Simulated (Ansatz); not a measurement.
All numbers below come from Ansatz 0.2.0, DFT PBE, scalar-relativistic, plane waves, PAW. Several structures of Si4O were relaxed, and the powder pattern of one of them was computed from 10° to 70° in 2θ (λ = 1.5406 Å; lines under 1 % are left out).

Cu Kα1 powder pattern (kinematic, no thermal factors).
| 2θ (°) | relative intensity |
| --- | --- |
| 14.55 | 51 |
| 15.87 | 100 |
| 21.59 | 17 |
| 29.34 | 1 |
| 32.05 | 2 |
| 33.52 | 17 |
| 35.36 | 27 |
| 36.55 | 8 |
| 37.13 | 13 |
| 40.08 | 6 |
| 44.00 | 26 |
| 44.65 | 2 |
| 45.00 | 47 |
| 46.93 | 22 |
| 47.67 | 2 |
| 48.01 | 17 |
| 48.93 | 11 |
| 49.39 | 20 |
| 56.01 | 7 |
| 56.85 | 3 |
| 59.42 | 1 |
| 60.85 | 9 |
| 63.32 | 3 |
| 66.77 | 7 |
| 67.03 | 5 |
| 68.64 | 16 |

Question: Which structure gives it?
A. Space group P-3m1 (No. 164), trigonal, a = 2.696 Å, c = 10.307 Å. Si on its first site has 3 O at 2.20 Å, 6 Si at 2.70 Å and 3 Si at 2.94 Å; around Si on its second site lie 9 Si at 2.70 Å and 3 Si at 2.94 Å; O has 6 Si at 2.20 Å and 6 O at 2.70 Å.
B. Space group P6/mmm (No. 191), hexagonal, a = 5.394 Å, c = 3.334 Å. Around Si on a site of symmetry mmm lie 4 Si at 2.70 Å, 2 O at 2.70 Å, 4 Si at 3.17 Å and 2 Si at 3.33 Å; around Si on a site of symmetry 6/mmm lie 2 O at 1.67 Å and 14 Si at 3.17–3.33 Å; O is surrounded by 2 Si at 1.67 Å and 6 Si at 2.70 Å.
C. Space group Pmmm (No. 47), orthorhombic, a = 2.685 Å, b = 5.580 Å, c = 6.084 Å. Si on a site of symmetry mm2 has 2 O at 2.03 Å and 6 Si at 2.56–2.68 Å; around Si on a site of symmetry m2m lie 7 Si at 2.46–2.68 Å; O is surrounded by 4 Si at 2.03 Å.
D. Space group I4/mmm (No. 139), tetragonal, a = 4.003 Å, c = 9.433 Å. Si on a site of symmetry 4mm is surrounded by 4 Si at 2.49 Å; Si on a site of symmetry mmm is surrounded by 2 O at 2.00 Å and 4 Si at 2.49 Å; around O lie 4 Si at 2.00 Å.

Answer: C. Its strongest line, at 2θ = 15.87°, has d = λ/(2 sin θ) = 5.581 Å and is the (0 1 0) reflection of the conventional Pmmm cell with a = 2.685 Å, b = 5.580 Å, c = 6.084 Å. The others have their strongest lines at 42.5° (A); 38.5° (B); 36.3° (D).

The cells needn't be stable.
